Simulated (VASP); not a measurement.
Ag: single point with PBE

Ag:

```
Ag
1.0
     2.93418    0.00000    0.00000
    -1.46709    2.54107    0.00000
     0.00000    0.00000    4.79908
Ag
2
Direct
  0.33333 0.66667 0.25000
  0.66667 0.33333 0.75000
```

This isn't the form of Ag at room conditions, which is fcc.

| Quantity | Value |
| --- | --- |
| Program | VASP 6.6.1 |
| Task | single point |
| Functional | PBE |
| Potentials or basis | VASP PAW PBE potentials, release 64 (Ag) |
| Cutoff | 520 eV |
| k mesh | 18 × 18 × 10 |
| Occupations | gaussian, width 0.1 eV |
| Spin | no spin polarisation |
| Dipole correction | no |
| Further INCAR settings | ALGO = Fast; EDIFF = 1e-06; NBANDS = 18 |

```yaml
Pressure: 0.0 GPa
Band_gap_on_the_k_mesh: none (metal or under the smearing width)
```

Levels at points of the mesh, in eV from the Fermi level:
| k point | band 9 | band 10 | band 11 | band 12 | band 13 | band 14 |
| --- | --- | --- | --- | --- | --- | --- |
| (0.00, 0.00, 0.00) | -4.00 | -3.07 | -3.07 | -0.27 | 3.33 | 15.54 |
| (0.50, 0.00, 0.00) | -2.90 | -2.82 | 0.14 | 1.46 | 6.68 | 6.95 |
| (0.00, 0.00, 0.50) | -3.36 | -3.36 | -3.36 | -3.36 | 10.77 | 10.77 |
| (0.50, 0.00, 0.50) | -2.87 | -2.87 | 0.83 | 0.83 | 4.34 | 4.34 |

Wall time 44 s on 1 thread of Intel(R) Xeon(R) 6975P-C (Granite Rapids), with other jobs on the host, peak memory 0.24 GiB.
